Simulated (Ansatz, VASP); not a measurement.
# BN: VASP beside Ansatz

```
CELL_PARAMETERS angstrom
0.00000 1.77071 1.81933
1.77071 0.00000 1.81933
1.77071 1.77071 0.00000
ATOMIC_POSITIONS crystal
B 0.00000 0.00000 0.00000
N 0.25000 0.25000 0.25000
```

Change from the starting cell: epitaxial_xy strain -1.9%.

Alike in both runs: task single point; functional PBE; k mesh 12 × 12 × 12; occupations fermi-dirac, width 0.02 eV; no spin polarisation.

|  | VASP | Ansatz |
| --- | --- | --- |
| version | VASP 6.6.1 | Ansatz 0.2.0 |
| potentials or method | VASP PAW PBE potentials, release 64 (B, N) | plane waves, PAW |
| plane-wave cutoff (eV) | 520 | 420 |
| valence electrons in the cell | 8 | 8 |

```csv
,VASP,Ansatz,Ansatz less VASP
gap on the k mesh at the Fermi level (eV),4.24,4.25,+0.011
pressure (GPa),17.5,17.1,-0.38
largest component of the traceless stress (GPa),11.92,11.91,-0.008
```

Caveats: so large a pressure means that the cell lies far from this level's equilibrium, or that cutoff or potentials fall short (VASP). A k mesh can miss the band edges.
